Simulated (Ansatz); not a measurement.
# A series in volume per atom on BN

Results calculated with Ansatz 0.2.0, not measured. Density functional stress and forces at fixed atoms, pressure and stress positive in compression, spin-unpolarised plane waves.

Cell of the first row (space group F-43m, No. 216):
```
cell vectors (Å)
   0.0000     1.7038     1.7038
   1.7038     0.0000     1.7038
   1.7038     1.7038     0.0000
atoms (fractions of the cell vectors)
B   0.00000  0.00000  0.00000
N   0.25000  0.25000  0.25000
```

Settings of every row: periodic directions 3; functional HSE06; spin orbit no; potentials PAW; wave cutoff 420 eV; k mesh 8x8x8; smearing width 0 eV.

Limits: stress loosely converged.

| row | volume per atom (Å³) | pressure (GPa) |
| --- | --- | --- |
| 1 | 4.946 | 87.3 |
| 2 | 5.366 | 37.4 |
| 3 | 5.402 | 33.8 |
| 4 | 5.533 | 21.8 |
| 5 | 5.704 | 7.9 |
| 6 | 6.057 | -15.4 |
| 7 | 6.061 | -15.6 |
| 8 | 6.222 | -24.2 |
| 9 | 6.424 | -33.6 |
| 10 | 6.634 | -41.9 |
| 11 | 6.843 | ? |

Question: what pressure should row 11 give?

Worked fit of pressure. Take u = (V_r/V)^(2/3) − 1 with V_r = 5.8805 Å³ an atom, which is twice the finite (Eulerian) strain; such expansions in the strain, on which the Birch-Murnaghan equation of state is built, carry the rest volume and the bulk modulus. The shown rows have u = 0.12229, 0.06294, 0.05821, 0.04144, 0.02052, -0.01952, -0.01995, -0.03693, -0.05723, -0.07723. Least squares give pressure = −4.54 + 580.45 × u + 1309.1 × u² + 704 × u³ GPa; a parabola predicts inner rows, each left out in turn, worse (root mean square 0.16 against 0.035 GPa). All shown rows lie on it to the printed digit. The pressure vanishes at u = 0.0077, or V = 5.813 Å³ an atom, and there the bulk modulus with atoms relaxed is B = −V dP/dV = (2/3)(1 + u) dP/du = 404 GPa. The withheld row has u = -0.09612, so the fit gives −4.54 + 580.45 × (-0.09612) + 1309.1 × (-0.09612)² + 704 × (-0.09612)³ = -48.9 GPa.

The calculation gave -48.9 GPa. The fit meets it to the printed digit. This row lies beyond the range of the fit.
